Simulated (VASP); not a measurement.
A run of VASP 6.6.1 is set up as follows.

The input INCAR:

```
SYSTEM = Ga
PREC = Accurate
ENCUT = 600
EDIFF = 1E-7
ISMEAR = 1
SIGMA = 0.1
LREAL = .False.
LASPH = .True.
NELM = 80
ALGO = Normal
ISIF = 3
LWAVE = .False.
LCHARG = .False.
GGA = PS
IBRION = 2
NSW = 90
EDIFFG = -0.005
KPAR = 2
```

File KPOINTS:

```
Automatic mesh
0
Gamma
  12 12 10
  0 0 0
```

POSCAR

```
Ga                                      
1.0
    2.2326774691     -3.8010414570     -0.0000000000
    2.2326774691      3.8010414570      0.0000000000
    0.0000000000      0.0000000000      4.4913426116
  Ga            
     4
Direct
     0.8440428141783659    0.1559571858216341    0.0820958628755186
     0.6559571858216341    0.3440428141783659    0.5820958628755186
     0.1559571858216341    0.8440428141783659    0.9179041371244814
     0.3440428141783659    0.6559571858216341    0.4179041371244815
```

Potentials or basis: VASP PAW PBE potentials, release 64 (Ga_d).

Command:

```sh
$ cat potpaw_PBE.64/Ga_d/POTCAR > POTCAR
$ mpirun -np 2 vasp_std > vasp.out
```

Problem. Predict the relaxed volume.

Solution. 19.07 Å³/atom.

Problem. Predict the band gap on the k mesh.

Solution. None (metal or under the smearing width).

Problem. Estimate the relaxed cell.

Solution. a = 4.407 Å, b = 4.407 Å, c = 4.495 Å, α = 90.00°, β = 90.00°, γ = 119.08°.

Forces on the atoms (eV/Å):
```
Ga   0.000 -0.001  0.003
Ga   0.000  0.001  0.003
Ga   0.000  0.001 -0.003
Ga   0.000 -0.001 -0.003
```

Caveat: the PAW data sets were made with another functional, which shifts forces and pressure a little.
